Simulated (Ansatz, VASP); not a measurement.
## Pb in VASP and in Ansatz

The input POSCAR:

```
Pb
1.0
    0.0000000000      3.4390000600      3.4390000600
    3.4390000600      0.0000000000      3.4390000600
    3.4390000600      3.4390000600      0.0000000000
Pb
2
Direct
    0.5000000000      0.5000000000      0.5000000000
    0.7499999985      0.7499999985      0.7499999985
```

The input INCAR.step1:

```
SYSTEM = Pb
ALGO = Normal
EDIFF = 1E-4
ENCUT = 520
GGA = PE
ISMEAR = -1
LASPH = .TRUE.
LCHARG = .FALSE.
LREAL = .FALSE.
LWAVE = .TRUE.
NBANDS = 21
NELM = 60
PREC = Accurate
SIGMA = 0.1
```

File INCAR.step2:

```
SYSTEM = Pb
ALGO = Normal
EDIFF = 1E-6
ENCUT = 520
ISIF = 2
ISMEAR = -1
ISTART = 1
IVDW = 13
LASPH = .TRUE.
LCHARG = .FALSE.
LMIXTAU = .TRUE.
LREAL = .FALSE.
LWAVE = .FALSE.
METAGGA = R2SCAN
NBANDS = 21
NELM = 60
PREC = Accurate
SIGMA = 0.1
VDW_A1 = 0.51559235
VDW_A2 = 5.77342911
VDW_S6 = 1.0
VDW_S8 = 0.6018749
```

File KPOINTS:

```
k-points
0
G
  5 5 5
  0 0 0
```

Input for Ansatz:

```yaml
crystal:
  lattice:
    - [0.0, 3.43900006, 3.43900006]
    - [3.43900006, 0.0, 3.43900006]
    - [3.43900006, 3.43900006, 0.0]
  atoms:
    - { symbol: Pb, position: [0.5, 0.5, 0.5] }
    - { symbol: Pb, position: [0.7499999985460889, 0.7499999985460889, 0.7499999985460889] }
basis:
  ecutwfc: 612.25619053473
kpoints:
  mp_grid:
    grid: [5, 5, 5]
hamiltonian:
  xc: r2scan
  dispersion: d4
scf:
  occupations:
    method: fermi_dirac
    width: 0.1
output:
  populations: true
```

This isn't the form of Pb at room conditions, which is fcc.

Alike in both runs: task single point; functional r2SCAN; dispersion D4; k mesh 5 × 5 × 5; occupations fermi-dirac, width 0.1 eV; no spin polarisation.

```csv
,VASP,Ansatz
version,VASP 6.6.1,Ansatz 0.2.0
potentials or method,"VASP PAW PBE potentials, release 64 (Pb_d)","plane waves, PAW"
plane-wave cutoff (eV),520,612
valence electrons in the cell,28,28
```

```csv
,VASP,Ansatz,Ansatz less VASP
gap on the k mesh at the Fermi level (eV),none,none,-
dispersion energy (meV/atom),-104.6,-104.8,-0.22
```

A gap of «none» marks a metal or a gap that the smearing closes.

 Spin-orbit coupling is left out, which matters for the levels of Pb.
